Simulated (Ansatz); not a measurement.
(001) slab cut from the bulk of Si2W, I4/mmm (No. 139); the slab's formula is Si2W:

```
CELL_PARAMETERS angstrom
3.21129 0.00000 0.00000
0.00000 3.21129 0.00000
0.00000 0.00000 25.38287
ATOMIC_POSITIONS crystal
Si 0.00000 0.00000 0.29547
W 0.50000 0.50000 0.34626
Si 0.00000 0.00000 0.39705
Si 0.50000 0.50000 0.44921
W 0.00000 0.00000 0.50000
Si 0.50000 0.50000 0.55079
Si 0.00000 0.00000 0.60295
W 0.50000 0.50000 0.65374
Si 0.00000 0.00000 0.70453
```

Theory: Ansatz 0.2.0, DFT r2SCAN, scalar-relativistic, plane waves, PAW. Plane waves to 500 eV, a k mesh through Γ of 11×11×1 on the computed 9-atom cell and Gaussian smearing (0.10 eV); no spin polarisation. The cell repeats along c with a dipole correction in the vacuum.

**Question.** What forces act on the atoms?

**Answer.**
```tsv
atom	Fx (eV/Å)	Fy (eV/Å)	Fz (eV/Å)
Si1	0.000	0.000	0.429
W2	0.000	0.000	0.198
Si3	0.000	0.000	-0.311
Si4	0.000	0.000	-0.435
W5	0.000	0.000	0.000
Si6	0.000	0.000	0.435
Si7	0.000	0.000	0.311
W8	0.000	0.000	-0.198
Si9	0.000	0.000	-0.429
```

Spin–orbit coupling is left out, which can shift energies with elements as heavy as these.

Cost: 1 run of about 0.97 core-minutes, on Intel Xeon Platinum 8259CL (Skylake/Cascade Lake) (shared hosts).